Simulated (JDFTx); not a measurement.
Re under changes of volume

One of the cells (14.714 Å³/atom); the others are scaled copies at fixed shape and fractional positions:

```
Re
1.0
     2.76080    0.00000    0.00000
    -1.38040    2.39092    0.00000
     0.00000    0.00000    4.45820
Re
2
Direct
  0.66667 0.33333 0.75000
  0.33333 0.66667 0.25000
```

- Program: JDFTx 1.7.0 (patched build)
- Functional: LDA
- Potentials or basis: PseudoDojo-SR-LDA-0.4.1-standard
- Cutoff: 980 eV
- Density cutoff: 7837 eV
- k mesh: 11 × 11 × 6
- Occupations: fermi-dirac, width 0.05 eV
- Spin: no spin polarisation

```tsv
volume (Å³/atom)	energy over the lowest point (meV/atom)	pressure (GPa)
13.831	19.18	14.4
14.125	1.44	5.1
14.420	0.00	-3.3
14.714	13.18	-10.9
15.008	?	?
15.303	77.43	-23.6
15.597	125.88	-29.0
```

What does the run at 15.008 Å³/atom give?

Energy over the lowest point 39.45 meV/atom; pressure -17.6 GPa.

Worked out: A Birch-Murnaghan fit of order 3 (a polynomial in V^(-2/3)) to the other rows has its minimum at 14.30 Å³/atom with B0 = V·E''(V) = 404 GPa and B' = 4.4 at fixed shape and positions, which overstates the stiffness. It gives 39.38 meV/atom at 15.008 Å³/atom, against the run's 39.45, and -dE/dV = -17.6 GPa, against -17.6.

Energies are extrapolated to zero smearing.
